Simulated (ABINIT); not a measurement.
Runs of ABINIT 10.8.3 (patched build) on As. It takes space group R-3m (No. 166, trigonal). Conventional cell: a = 3.762 Å, b = 3.762 Å, c = 10.542 Å, α = 90.00°, β = 90.00°, γ = 120.00°. Around As (site symmetry 3m) lie 3 As at 2.51 Å. 

```csv
task,potentials or basis,cell,cutoff (eV),fine-grid cutoff,cell freedom (optcell),cutoff smearing ecutsm (Ha),optimiser (ionmov),force stop (Ha/bohr),gap on the mesh (eV),pressure (GPa),largest force (eV/Å)
single point,SPMS NC PBE v1.0,as given,925,-,-,-,-,-,none,3.9,0.44
single point,JTH PAW PBE v2.0,as given,408,816.342 eV,-,-,-,-,none,3.8,0.45
single point,PseudoDojo NC SR PBE v0.5 standard,as given,1143,-,-,-,-,-,none,3.8,0.44
single point,JTH PAW PBE v2.0 sp,as given,408,816.342 eV,-,-,-,-,none,3.8,(a)
relaxation of cell and atoms,JTH PAW PBE v2.0,relaxed to 30 GPa,408,816.342 eV,2,0.5,2,0.0001,none,30.0,-
```

Alike in all rows: level PBE; no spin polarisation; k mesh 9 × 9 × 9; smearing fermi-dirac 0.05 eV.

Problem. Estimate the missing entries.

Solution. (a) 0.47.

Caveats: this set keeps more shells in the core, which shifts pressures and gaps (some runs).

A k mesh can miss the band edges, and the runs leave out spin-orbit coupling on As.

A gap of «none» marks a metal or a gap under the smearing width.

The runs don't all hold the same shells in valence.
